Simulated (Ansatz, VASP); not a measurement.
**Two plane-wave programs on Be**

```
CELL_PARAMETERS angstrom
2.14477 0.00000 0.00000
-1.07238 1.85742 0.00000
0.00000 0.00000 4.89467
ATOMIC_POSITIONS crystal
Be 0.00000 0.00000 0.25000
Be 0.00000 0.00000 0.75000
```

Alike in both runs: functional PBE; k mesh 12 × 12 × 6; occupations gaussian, width 0.1 eV; no spin polarisation.

Ansatz relaxed the structure, and its values are those at the end. VASP's run is a single point on that final structure, the one shown.

|  | VASP | Ansatz |
| --- | --- | --- |
| version | VASP 6.6.1 | Ansatz 0.2.0 |
| potentials or method | VASP PAW PBE potentials, release 64 (Be) | scalar-relativistic, plane waves, PAW |
| plane-wave cutoff (eV) | 520 | 420 |
| valence electrons in the cell | 4 | 4 |

Ansatz gave:

| Item | Value |
| --- | --- |
| gap on the k mesh at the Fermi level (eV) | none |
| pressure (GPa) | 0.0 |

Which values does VASP return?

gap on the k mesh at the Fermi level (eV): none; pressure (GPa): 0.2.

A gap of «none» marks a metal or a gap that the smearing closes. With one functional, cell and mesh, what is left measures potentials, basis and numerics.
